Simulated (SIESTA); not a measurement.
The system is CdGeAs2.

```xyz
8
Lattice="-2.9889 2.9889 5.6643 2.9889 -2.9889 5.6643 2.9889 2.9889 -5.6643" Properties=species:S:1:pos:R:3 pbc="T T T"
Cd    0.0000    0.0000    5.6643
Cd    2.9889    0.0000    2.8321
As    1.4944    1.3224   -1.4161
As    1.6665   -1.4944    7.0804
As    1.4944    1.6665    4.2482
As    1.3224    4.4833    1.4161
Ge    0.0000    2.9889    2.8321
Ge    0.0000    0.0000    0.0000
```

The cell is a database's computed one.

Base run:

* Program: SIESTA 5.4.2
* Functional: PBEsol
* Potentials or basis: PseudoDojo 0.4 standard (PBEsol files)
* Basis: DZP (energy shift 0.003 Ry; two zetas on semicore shells)
* Grid cutoff: 800 Ry
* Energy shift: 0.003 Ry
* k mesh: 6 × 6 × 6
* Occupations: fermi-dirac, width 0.05 eV
* Spin: no spin polarisation

Its results: band gap on the k mesh 0.20 eV, indirect (least direct gap 0.22 eV); pressure -0.1 GPa; largest force 0.419 eV/Å.

Question: The run is repeated on the same cell with these changes: functional from PBEsol to LDA; potentials or basis from PseudoDojo 0.4 standard (PBEsol files) to PseudoDojo 0.4 standard (LDA files). What comes out?

Answer: Band gap on the k mesh 0.20 eV, indirect (least direct gap 0.22 eV); pressure -2.0 GPa; largest force 0.464 eV/Å.

Caveats: the mesh misses the band edges, which the band path finds closer together; the basis of atomic orbitals isn't converged, which shifts pressures, moduli and gaps.

Not every run made on this cell is shown here.
